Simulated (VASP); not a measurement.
Here is a VASP 6.6.1 calculation.

Contents of INCAR:

```
  ALGO = Normal
  EDIFF = 1E-7
  EDIFFG = -0.005
  ENCUT = 600
  GGA = PE
  IBRION = 2
  ISIF = 3
  ISMEAR = 0
  LASPH = True
  LCHARG = False
  LREAL = False
  LWAVE = False
  NELM = 80
  NSW = 90
  PREC = Accurate
  SIGMA = 0.03
```

KPOINTS

```
k-points
0
Gamma
  10 10 10
```

The input POSCAR:

```
NaH                                     
1.0
   -0.0000000000      2.4171491077      2.4171491077
    2.4171491077     -0.0000000000      2.4171491077
    2.4171491077      2.4171491077      0.0000000000
  Na              H             
     1     1
Direct
     0.0000000000000000    0.0000000000000000    0.0000000000000000
     0.5000000000000000    0.5000000000000000    0.5000000000000000
```

Potentials or basis: VASP PAW PBE potentials, release 64 (Na_pv, H).

Run with:

```console
$ cat potpaw_PBE.64/Na_pv/POTCAR potpaw_PBE.64/H/POTCAR > POTCAR
$ mpirun -np 1 vasp_std > vasp.out
```

(1) Estimate the band gap on the k mesh.

Answers

(1) 3.78 eV, indirect (least direct gap 4.61 eV).

Caveat: the relaxation stopped at its first step, so nothing moved.
